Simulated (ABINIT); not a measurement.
## Au: band structure with PBEsol

Crystal: Au.

```xyz
2
Lattice="2.8155 0.0000 0.0000 -0.0130 2.8202 0.0000 -1.1379 -1.1854 4.9240" Properties=species:S:1:pos:R:3 pbc="T T T"
Au    1.5740    1.5533    1.3495
Au    0.0907    0.0815    3.5746
```

This isn't the form of Au at room conditions, which is fcc.

| Quantity | Value |
| --- | --- |
| Program | ABINIT 10.8.3 (patched build) |
| Task | band structure |
| Functional | PBEsol |
| Potentials or basis | JTH PAW PBE v2.0 |
| Cutoff | 544 eV |
| k mesh | 10 × 10 × 6 |
| Occupations | fermi-dirac, width 0.05 eV |
| Spin | no spin polarisation |
| Fine-grid cutoff | 1088.46 eV |

```json
{
 "Pressure": "-7.6 GPa",
 "Largest force": "0.135 eV/Å",
 "Band gap on the k mesh": "none (metal or under the smearing width)",
 "Valence electrons inside the program's atomic spheres": "Au 9.43 (radii [1.3275] Å)"
}
```

Forces on the atoms (eV/Å):
```
Au   0.024  0.023  0.130
Au  -0.024 -0.023 -0.130
```

Stress tensor (GPa, compression positive):
```
-8.17  0.23  0.67
 0.23 -8.43  0.51
 0.67  0.51 -6.26
```

Levels at the corners of the path, in eV from the Fermi level:
```
point  band 9  band 10  band 11  band 12  band 13  band 14
    X   -2.25    -1.75     0.48     1.14     2.82     5.52
    Γ   -2.19    -1.96    -1.58    -0.01     2.72    14.15
    Y   -2.23    -1.80     0.42     1.15     2.67     5.48
```

Wall time 4.2 min on 1 thread of Arm Neoverse V1, on a shared host, peak memory 0.28 GiB.

Caveat: the PAW data sets were made with another functional, which shifts forces and pressure a little; spin-orbit coupling is left out, which moves the levels of the heavy elements.
